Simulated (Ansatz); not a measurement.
# Sr: how the settings move a single-point run

Aim: see which settings change the result for Sr, by how much, and at what cost.

The COD cell was measured well above room temperature, so it is larger than a cold one.

Program: Ansatz 0.2.0. Level of theory: reference: DFT, PBE, all-electron PAW with datasets made for the crystal, scalar-relativistic. These are calculated values, not measurements.

1 further run of the same task is left out (for a known fault of the program).

## 1. Starting point

It takes space group Im-3m (No. 229, cubic). The conventional cell has a = 4.752 Å, b = 4.752 Å, c = 4.752 Å, α = 90.00°, β = 90.00°, γ = 90.00°. Sr (site symmetry m-3m) is surrounded by 8 Sr at 4.12 Å.

Coordinates:

```cif
data_structure
_symmetry_space_group_name_H-M 'Im-3m'
_symmetry_Int_Tables_number 229
_cell_length_a 4.7518
_cell_length_b 4.7518
_cell_length_c 4.7518
_cell_angle_alpha 90.000
_cell_angle_beta 90.000
_cell_angle_gamma 90.000
_cell_volume 107.30
loop_
_atom_site_label
_atom_site_type_symbol
_atom_site_symmetry_multiplicity
_atom_site_Wyckoff_symbol
_atom_site_fract_x
_atom_site_fract_y
_atom_site_fract_z
_atom_site_occupancy
Sr1 Sr 2 a 0.00000 0.00000 0.00000 1
```

## 2. Baseline

Input file input.yaml:

```yaml
crystal:
  lattice:
    - [-2.3759174263, 2.3759174263, 2.3759174263]
    - [2.3759174263, -2.3759174263, 2.3759174263]
    - [2.3759174263, 2.3759174263, -2.3759174263]
  atoms:
    - { symbol: Sr, position: [0.0, 0.0, 0.0] }
kpoints:
  mp_grid: { grid: [12, 12, 12] }
scf:
  occupations: { method: fermi_dirac, width: 0.05 }
hamiltonian:
  xc: pbe
  pseudopotentials: { kind: all_electron, datasets: crystal }
output:
  forces: true
  stress: true
  eigenvalues: true
  efg: { contact_densities: true }
```

On the command line:

```sh
> ansatz run input.yaml --threads 1 --pin off --max-ram 2048MiB --backend cpu --events-out ev --progress --plain --runs-dir out
```

## 3. Changed: occupations.method gaussian, occupations.width 0.01, xc revpbe

Changes to input.yaml since step 2:

```diff
@@ -10,5 +10,5 @@
 scf:
-  occupations: { method: fermi_dirac, width: 0.05 }
+  occupations: { method: gaussian, width: 0.01 }
 hamiltonian:
-  xc: pbe
+  xc: revpbe
   pseudopotentials: { kind: all_electron, datasets: crystal }
```

**Question.** What will these runs give? Wanted: for each run, ending; energy change; pressure; gap; force.

The runs gave:

| run | ending | energy change | pressure (GPa) | gap (eV) | force (eV/Å) | cycles | time |
| --- | --- | --- | --- | --- | --- | --- | --- |
| reference | converged | - | 0.1 | 0.00 | 0.00 | 7 | 4.2 s |
| 1: occupations.method gaussian, occupations.width 0.01, xc revpbe | converged | not comparable | 0.5 | 0.00 | 0.00 | 5 | 4 s |

Residual by cycle in the longest SCF loop of each run; runs are numbered as in the table. The quantity is the density residual dr2, in eV.

| cycle | reference | run 1 |
| --- | --- | --- |
| 1 | 0.0114 | 0.013 |
| 2 | 0.0056 | 0.00387 |
| 3 | 4.7e-4 | 3.5e-5 |
| 4 | 1.3e-4 | 3.3e-7 |
| 5 | 1.9e-6 | 1.9e-8 |
| 6 | 7.3e-8 | - |
| 7 | 6.8e-9 | - |

What this shows: Total energies don't compare across a change of functional; the pressure goes from 0.1 to 0.5 GPa. The smearing changed too.
